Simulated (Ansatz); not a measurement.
## CHF3 (trifluoromethane): name the method

The species is CHF3 (5 atoms), meant as a singlet with charge 0. As SMILES, `FC(F)F`. The shape is that of a PBE0-D4/def2-TZVP optimisation.

```xyz
5

F    -0.6686   -0.3297    1.0792
C     0.0195    0.0564    0.0068
F     1.0474   -0.7738   -0.1575
F    -0.7726   -0.0351   -1.0594
H     0.3744    1.0822    0.1309
```

Orbital energies are those of the mean-field step.

A calculation with Ansatz 0.2.0 gave:

```yaml
total_energy: -337.9700 Eh
HOMO_energy: -9.60 eV
LUMO_energy: 0.06 eV
HOMO–LUMO_gap: 9.66 eV
```

Which of these levels gave the numbers?
A. wB97X/def2-SVPD
B. CCSD(T)/def2-SVPD
C. BLYP/def2-SVPD
D. BHLYP/def2-SVPD

C. The others give -337.8681 Eh (BHLYP/def2-SVPD), -337.9308 Eh (wB97X/def2-SVPD), -337.2701 Eh (CCSD(T)/def2-SVPD).
